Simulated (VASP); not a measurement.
Energy against volume of Li$_{3}$N (alpha). These are LDA (Ceperley-Alder, Perdew-Zunger), VASP's LDA PAW potentials (set 64) (plane waves; VASP 6.6.1) values and carry that method's errors. Run with 520 eV cut-off, 7×7×6 Γ-centred mesh, Gaussian smearing of 0.050 eV, potentials Li_sv N.

Shape and ions are relaxed at each volume.

```csv
V (Å³/atom),E (eV/atom)
9.700,-4.29883
10.009,-4.30485
10.319,-4.30680
10.628,-4.30520
```

Q: Fit these four points and predict the energy of the run at 10.938 Å³/atom.

A: A cubic in V^(−2/3), the third-order Birch-Murnaghan form, passes through the four points with V0 = 10.33 Å³/atom and B0 = 61 GPa, and gives -4.3005 eV/atom there. The run gave -4.3005 eV/atom, +0.0 meV/atom from the fit; all five points give B0 = 61 GPa.

The compound is Li3N in the alpha structure. It was relaxed first, which changed the volume by -7 %.
